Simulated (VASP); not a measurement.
A run of VASP 6.6.1 is set up as follows.

POSCAR

```
BAs
1.0
    0.0000000000      2.3885000000      2.3885000000
    2.3885000000      0.0000000000      2.3885000000
    2.3885000000      2.3885000000      0.0000000000
As B
1 1
Direct
    0.7500000000      0.7500000000      0.7500000000
    0.0000000000      0.0000000000      0.0000000000
```

INCAR.step1

```
ALGO = Normal
EDIFF = 1E-5
ENCUT = 520
GGA = PE
ISIF = 2
ISMEAR = -1
LASPH = True
LCHARG = False
LREAL = False
LWAVE = True
NBANDS = 11
NELM = 60
PREC = Accurate
SIGMA = 0.05
```

The input INCAR.step2:

```
AEXX = 0.25
ALGO = Normal
EDIFF = 1E-6
ENCUT = 520
GGA = PS
ISIF = 2
ISMEAR = -1
ISTART = 1
LASPH = True
LCHARG = False
LHFCALC = True
LREAL = False
LWAVE = False
NBANDS = 11
NELM = 60
PREC = Accurate
PRECFOCK = Fast
SIGMA = 0.05
```

Contents of KPOINTS:

```
k-points
0
Gamma
  5 5 5
```

File KPOINTS_OPT:

```
path GXWKGLUWLK,UX
12
line-mode
reciprocal
 0.0000000000  0.0000000000  0.0000000000  G
 0.5000000000  0.0000000000  0.5000000000  X

 0.5000000000  0.0000000000  0.5000000000  X
 0.5000000000  0.2500000000  0.7500000000  W

 0.5000000000  0.2500000000  0.7500000000  W
 0.3750000000  0.3750000000  0.7500000000  K

 0.3750000000  0.3750000000  0.7500000000  K
 0.0000000000  0.0000000000  0.0000000000  G

 0.0000000000  0.0000000000  0.0000000000  G
 0.5000000000  0.5000000000  0.5000000000  L

 0.5000000000  0.5000000000  0.5000000000  L
 0.6250000000  0.2500000000  0.6250000000  U

 0.6250000000  0.2500000000  0.6250000000  U
 0.5000000000  0.2500000000  0.7500000000  W

 0.5000000000  0.2500000000  0.7500000000  W
 0.5000000000  0.5000000000  0.5000000000  L

 0.5000000000  0.5000000000  0.5000000000  L
 0.3750000000  0.3750000000  0.7500000000  K

 0.6250000000  0.2500000000  0.6250000000  U
 0.5000000000  0.0000000000  0.5000000000  X
```

Potentials or basis: VASP PAW PBE potentials, release 64 (As, B).

The run is started by

```console
$ cat potpaw_PBE.64/As/POTCAR potpaw_PBE.64/B/POTCAR > POTCAR
$ cp INCAR.step1 INCAR
$ mpirun -np 1 vasp_std > vasp.out
$ cp INCAR.step2 INCAR
$ mpirun -np 1 vasp_std > vasp.out
```

(1) Estimate the pressure.

(2) Estimate the band gap on the k mesh.

Answers

(1) -2.9 GPa.

(2) 2.51 eV, indirect (least direct gap 4.82 eV).

Caveat: the k mesh is coarse (spacing up to 0.46 Å⁻¹), so the values aren't converged, least of all with exact exchange; an unscreened hybrid on a path of extra k points without a Coulomb cutoff has errors near the mesh points, so the bands along the path aren't reliable; the PAW data sets were made with another functional, which shifts forces and pressure a little; an odd mesh through Γ misses points on the zone boundary, where band edges often lie.
